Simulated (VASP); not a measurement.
A VASP 6.6.1 single-point calculation on HfO$_{2}$

INCAR

```
LASPH = .TRUE.
ISMEAR = -1
ENCUT = 520
LWAVE = .FALSE.
LDAUTYPE = 2
LCHARG = .FALSE.
LREAL = .FALSE.
LDAUU = 2.0 0
LDAU = .TRUE.
ISIF = 2
LMAXMIX = 4
GGA = PE
LDAUL = 2 -1
LDAUJ = 0 0
SIGMA = 0.02
NBANDS = 18
NSW = 0
IBRION = -1
PREC = Accurate
EDIFF = 1E-7
NELM = 67
```

KPOINTS

```
KPOINTS created by Atomic Simulation Environment
0
Gamma
8 8 8
0 0 0
```

POSCAR

```
Hf O
 1.0000000000000000
    -0.1074594432000000    2.4975983457000002    2.4975983457000002
     2.4975983457000002   -0.1074594432000000    2.4975983457000002
     2.4975983457000002    2.4975983457000002   -0.1074594432000000
 Hf  O
   1   2
Cartesian
  0.0000000000000000  0.0000000000000000 -0.0000000000000000
  1.2386541966533118  1.2386541966533118  1.2386541966533116
  3.6490830515466892  3.6490830515466892  3.6490830515466892
```

The recommended PBE PAW datasets give the neutral cell 22 valence electrons.

Command

```
mpirun -np 1 vasp_std
```

OSZICAR

```
N       E                     dE             d eps       ncg     rms          rms(c)
DAV:   1     0.933764403951E+02    0.93376E+02   -0.12604E+04  2348   0.121E+03
DAV:   2    -0.310530554008E+02   -0.12443E+03   -0.11944E+03  2968   0.288E+02
DAV:   3    -0.351676935889E+02   -0.41146E+01   -0.41023E+01  2738   0.467E+01
DAV:   4    -0.351908310384E+02   -0.23137E-01   -0.23130E-01  2938   0.390E+00
DAV:   5    -0.351909731028E+02   -0.14206E-03   -0.14206E-03  2660   0.286E-01    0.468E+01
DAV:   6    -0.292253014203E+02    0.59657E+01   -0.20783E+01  2390   0.328E+01    0.415E+01
DAV:   7    -0.291217875940E+02    0.10351E+00   -0.69991E-01  2746   0.678E+00    0.298E+01
DAV:   8    -0.291081321215E+02    0.13655E-01   -0.38051E-01  2590   0.554E+00    0.106E+01
DAV:   9    -0.290791223876E+02    0.29010E-01   -0.90483E-02  2484   0.251E+00    0.277E+00
DAV:  10    -0.290793315457E+02   -0.20916E-03   -0.39294E-03  2834   0.480E-01    0.188E-01
DAV:  11    -0.290793812332E+02   -0.49687E-04   -0.19229E-04  2796   0.120E-01    0.229E-01
DAV:  12    -0.290793907669E+02   -0.95337E-05   -0.41358E-05  2576   0.431E-02    0.312E-02
DAV:  13    -0.290793916697E+02   -0.90280E-06   -0.17457E-06  2878   0.101E-02    0.875E-03
DAV:  14    -0.290793920226E+02   -0.35286E-06   -0.21830E-07  2530   0.329E-03    0.754E-03
DAV:  15    -0.290793919409E+02    0.81689E-07   -0.13159E-08  1702   0.794E-04
   1 F= -.29079392E+02 E0= -.29079392E+02  d E =-.198623E-10
```

From OUTCAR

```
k-points           NKPTS =     65   k-points in BZ     NKDIM =     65   number of bands    NBANDS=     18

   NELECT =      22.0000    total number of electrons

   dimension x,y,z NGX =    28 NGY =   28 NGZ =   28
   dimension x,y,z NGXF=    56 NGYF=   56 NGZF=   56

  energy-cutoff  :      520.00
  volume of cell :       33.17
      direct lattice vectors                 reciprocal lattice vectors
    -0.107459443  2.497598346  2.497598346    -0.187714546  0.196154098  0.196154098
     2.497598346 -0.107459443  2.497598346     0.196154098 -0.187714546  0.196154098
     2.497598346  2.497598346 -0.107459443     0.196154098  0.196154098 -0.187714546

 k-points in reciprocal lattice and weights: KPOINTS created by Atomic Simulation Env
   0.00000000  0.00000000  0.00000000       0.002
   0.12500000  0.00000000  0.00000000       0.012
   0.25000000  0.00000000  0.00000000       0.012
   0.37500000 -0.00000000 -0.00000000       0.012
   0.50000000  0.00000000  0.00000000       0.006
   0.12500000  0.12500000  0.00000000       0.012
   0.25000000  0.12500000  0.00000000       0.023
   0.37500000  0.12500000 -0.00000000       0.023
   ...

 E-fermi :   4.6362

 k-point     1 :       0.0000    0.0000    0.0000
  band No.  band energies     occupation
      1     -25.8491      2.00000
      2     -25.8491      2.00000
      3     -25.8310      2.00000
      4     -14.3894      2.00000
      5     -11.4128      2.00000
      6      -0.9373      2.00000
      7      -0.9373      2.00000
      8      -0.7216      2.00000
      9       3.5645      2.00000
     10       3.6964      2.00000
     11       3.6964      2.00000
     12       8.5691      0.00000
     13       8.5691      0.00000
     14       9.8441      0.00000
     15      14.5225      0.00000
     16      14.5225      0.00000
     17      14.9065      0.00000
     18      17.2571      0.00000

 k-point     2 :       0.1250    0.0000    0.0000
  band No.  band energies     occupation
      1     -25.9046      2.00000
      2     -25.8538      2.00000
      3     -25.8400      2.00000
      4     -14.1992      2.00000
      5     -11.5621      2.00000
      6      -0.7909      2.00000
      7      -0.6414      2.00000
      8      -0.5141      2.00000
      9       3.2020      2.00000
     10       3.3797      2.00000
     11       3.4272      2.00000
     12       8.7769      0.00000
     13       8.8479      0.00000
     14      10.4665      0.00000
     15      13.8164      0.00000
     16      14.2251      0.00000
     17      14.6052      0.00000
     18      17.2306      0.00000

 k-point     3 :       0.2500    0.0000    0.0000
  band No.  band energies     occupation
      1     -26.0405      2.00000
      2     -25.8651      2.00000
      3     -25.8550      2.00000
      4     -13.7360      2.00000
      5     -11.8830      2.00000
      6      -0.4111      2.00000
      7      -0.2971      2.00000
      8       0.3408      2.00000
      9       2.3025      2.00000
     10       2.8785      2.00000
     11       2.9545      2.00000
     12       9.0581      0.00000
     13       9.3261      0.00000
     14      11.2589      0.00000
     15      13.1558      0.00000
     16      13.7321      0.00000
     17      14.1682      0.00000
     18      16.5836      0.00000

 ...

  Total        0.3615056      0.3615056      0.3615056      0.6745976      0.6745976      0.6745976
  in kB       17.4615580     17.4615580     17.4615580     32.5846281     32.5846281     32.5846281
  external PRESSURE =      17.4615580 kB  Pullay stress =       0.0000000 kB

 POSITION                                       TOTAL-FORCE (eV/Angst)
 -----------------------------------------------------------------------------------
      0.00000      0.00000      0.00000        -0.000000     -0.000000      0.000000
      1.23865      1.23865      1.23865         0.038643      0.038643      0.038643
      3.64908      3.64908      3.64908        -0.038643     -0.038643     -0.038643
 -----------------------------------------------------------------------------------
    total drift:                                0.000000      0.000000     -0.000000

  FREE ENERGIE OF THE ION-ELECTRON SYSTEM (eV)
  ---------------------------------------------------
  free  energy   TOTEN  =       -29.0793919409 eV

  energy  without entropy=      -29.0793919409  energy(sigma->0) =      -29.07939194
```

It converged. Results: gap between bands v and c on the k mesh 4.03 eV; least direct gap on the k mesh 4.03 eV; pressure 1.7 GPa; largest force 0.07 eV/Å. Band v is the last that the valence electrons fill when counted band by band, and c is the next.

For comparison, a separate PBE run of the intended cell, on usual settings and not on those above, gives a gap of 3.78 eV on its mesh and a pressure of -3.6 GPa.

The run above took about 32 s on one core of a shared host (Intel Xeon Platinum 8488C) and held 0.18 GiB at most.
